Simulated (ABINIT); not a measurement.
The system is Au.

```
Au
1.0
    -1.61953    1.61953    1.61953
     1.61953   -1.61953    1.61953
     1.61953    1.61953   -1.61953
Au
1
Direct
  0.00000 0.00000 0.00000
```

This isn't the form of Au at room conditions, which is fcc.

The cell isn't the ideal one: cell relaxed.

Base run:

- Program: ABINIT 10.8.3 (patched build)
- Functional: PBEsol
- Potentials or basis: PseudoDojo NC SR PBEsol v0.4.1 standard
- Cutoff: 1034 eV
- k mesh: 8 × 8 × 8
- Occupations: fermi-dirac, width 0.05 eV
- Spin: no spin polarisation

Its results: pressure 0.0 GPa.

The run is repeated on the same cell with these changes: k mesh from 8 × 8 × 8 to 14 × 14 × 14, with 2 shifts; occupations from fermi-dirac, width 0.05 eV to fermi-dirac, width 0.2 eV. What comes out?

Pressure 0.4 GPa.
